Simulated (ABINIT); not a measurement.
**C: equation of state with LDA**

**The experiment to reproduce.**

From “Equation of state of cubic boron nitride at high pressures and temperatures”, 2007, arxiv:cond-mat/0702656, for a bulk crystal of C: bulk modulus 442 ± 5 GPa.

Crystal: C.

```
C
1.0
     0.00000    1.78337    1.78337
     1.78337    0.00000    1.78337
     1.78337    1.78337    0.00000
C
2
Direct
  0.75000 0.75000 0.75000
  0.50000 0.50000 0.50000
```

This isn't the form of C at room conditions, which is graphite.

```yaml
Program: ABINIT 10.8.3 (patched build)
Task: equation of state
Functional: LDA
Potentials_or_basis: JTH PAW LDA v2.0
Cutoff: 707 eV
k_mesh: 13 × 13 × 13
Occupations: fermi-dirac, width 0.05 eV
Spin: no spin polarisation
```

```yaml
Equilibrium_volume: 5.50 Å³/atom
Bulk_modulus: 469 GPa
Pressure_derivative_of_the_bulk_modulus: 3.7
```

Energy against volume, from the lowest point:
| volume (Å³/atom) | energy (meV/atom) |
| --- | --- |
| 5.332 | 6.94 |
| 5.445 | 0.00 |
| 5.558 | 0.21 |
| 5.672 | 6.95 |
| 5.785 | 19.58 |
| 5.899 | 37.59 |
| 6.012 | 60.47 |

It took 41 s on 1 thread of Arm Neoverse V1, with other jobs on the host, peak memory 0.11 GiB.

Measured bulk modulus of C: 442 GPa (quoted in “Equation of state of cubic boron nitride at high pressures and temperatures”, 2007, arxiv:cond-mat/0702656). This calculation gives 469 GPa (+6.0 %). 3 values of this kind are on record (442 to 444.8 GPa); this one was drawn at random among those near their median, those with a stated uncertainty first. The fit is for a static lattice scaled at fixed shape and fixed fractional positions. The cell as given is a measured one (5.67 Å³/atom); LDA puts the equilibrium volume -3.1 % from it, thermal expansion not counted.

Caveat: pressures at fixed basis lie under the slope of the energies; the atomic spheres overlap.
